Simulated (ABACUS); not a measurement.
Crystal: Pt.

```xyz
1
Lattice="0.0000 1.9609 1.9609 1.9609 0.0000 1.9609 1.9609 1.9609 0.0000" Properties=species:S:1:pos:R:3 pbc="T T T"
Pt    0.0000    0.0000    0.0000
```

```yaml
Program: ABACUS 3.10.1
Task: relaxation of cell and atoms
Functional: PBE
Potentials_or_basis: Ansatz NC PBE
Cutoff: 1361 eV
Density_cutoff: 5442 eV
Basis: DZP LCAO (the cutoffs set its grid)
k_mesh: 11 × 11 × 11
Occupations: fermi-dirac, width 0.05 eV
Spin: no spin polarisation
```

At the start: pressure 11.4 GPa; volume 15.08 Å³/atom.

**Question.** How do energy, volume and symmetry change on relaxing?

**Answer.** Over 14 steps the energy falls by 21.8 meV/atom and the volume is 15.72 Å³/atom (+4.3 %); space group Fm-3m (No. 225, to 0.05 Å).

The path:
```tsv
step	energy change (eV)	largest force (eV/Å)	pressure (GPa)	volume (Å³)
1	0.0000	0.0000	11.38	15.08
2	-0.0208	0.0000	2.36	15.57
3	-0.0117	0.0000	-6.68	16.19
4	-0.0149	0.0000	-5.61	16.11
5	-0.0191	0.0000	-3.58	15.96
6	-0.0217	0.0000	-0.79	15.77
7	-0.0208	0.0000	2.32	15.57
8	-0.0209	0.0000	2.22	15.58
9	-0.0211	0.0000	2.00	15.59
10	-0.0213	0.0000	1.70	15.61
11	-0.0215	0.0000	1.32	15.64
12	-0.0217	0.0000	0.88	15.66
13	-0.0218	0.0000	0.41	15.69
14	-0.0218	0.0000	-0.08	15.72
```

Final structure:
```
Pt
1.0
     0.00000    1.98846    1.98846
     1.98846    0.00000    1.98846
     1.98846    1.98846    0.00000
Pt
1
Direct
  0.00000 0.00000 0.00000
```

Caveat: the atomic orbitals were generated for these runs and aren't a published set; the basis of atomic orbitals isn't converged, which shifts pressures, moduli and gaps.
